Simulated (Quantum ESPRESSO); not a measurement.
## MoS2 under changes of volume

One of the cells (50.735 Å³/atom); the others are scaled copies at fixed shape and fractional positions:

```
Mo S
1.0
     3.18413    0.00000    0.00000
    -1.59206    2.75753    0.00000
     0.00000    0.00000   17.33460
Mo S
1 2
Direct
  0.00000 0.00000 0.00000
  0.33333 0.66667 0.91051
  0.33333 0.66667 0.08949
```

```yaml
Program: Quantum ESPRESSO 7.5
Functional: PBEsol
Potentials_or_basis: GBRV 1.5 PBEsol
Cutoff: 612 eV
Density_cutoff: 4898 eV
k_mesh: 10 × 10 × 2
Occupations: fermi-dirac, width 0.05 eV
Spin: no spin polarisation
```

| volume (Å³/atom) | energy over the lowest point (meV/atom) | gap on the mesh (eV) |
| --- | --- | --- |
| 47.690 | ? | ? |
| 48.705 | 2.59 | 1.84 |
| 49.720 | 0.00 | 1.79 |
| 50.735 | 4.41 | 1.73 |
| 51.749 | 15.09 | 1.68 |
| 52.764 | 31.38 | 1.63 |
| 53.779 | 52.70 | 1.58 |

Q: What does the run at 47.690 Å³/atom give?

A: Energy over the lowest point 13.02 meV/atom; gap on the mesh 1.90 eV.

Worked out: A Birch-Murnaghan fit of order 3 (a polynomial in V^(-2/3)) to the other rows has its minimum at 49.57 Å³/atom with B0 = V·E''(V) = 55 GPa and B' = 4.4 at fixed shape and positions, which overstates the stiffness. It gives 13.02 meV/atom at 47.690 Å³/atom, against the run's 13.02. A straight line through the other rows of the gap, of slope -2.64 eV per unit of ln V, extrapolates to 1.90 eV, against the run's 1.90.

Energies are extrapolated to zero smearing.

A mesh can miss the band edges. Spin-orbit coupling on Mo is left out.
